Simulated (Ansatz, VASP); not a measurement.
One calculation of NaF, two programs

```xyz
2
Lattice="0.0000 2.3233 2.3233 2.3233 0.0000 2.3233 2.3233 2.3233 0.0000" Properties=species:S:1:pos:R:3 pbc="T T T"
Na    0.0000    0.0000    0.0000
F     2.3233    2.3233    2.3233
```

Alike in both runs: task single point; functional PBE; dispersion D3(BJ); k mesh 8 × 8 × 8; occupations gaussian, width 0.05 eV; no spin polarisation.

|  | VASP | Ansatz |
| --- | --- | --- |
| version | VASP 6.6.1 | Ansatz 0.2.0 |
| potentials or method | VASP PAW PBE potentials, release 64 (Na_pv, F) | scalar-relativistic, plane waves, PAW |
| plane-wave cutoff (eV) | 520 | 420 |
| valence electrons in the cell | 14 | 16 |

Ansatz gave:

```
gap on the k mesh at the Fermi level (eV) : 6.27
least direct gap on the mesh (eV)         : 6.27
pressure (GPa)                            : -0.6
dispersion energy (meV/atom)              : -172.2
```

Question: Which values does VASP return?

Answer: gap on the k mesh at the Fermi level (eV): 6.26; least direct gap on the mesh (eV): 6.26; pressure (GPa): -0.7; dispersion energy (meV/atom): -172.2.

The two sets of potentials don't hold the same shells in valence.
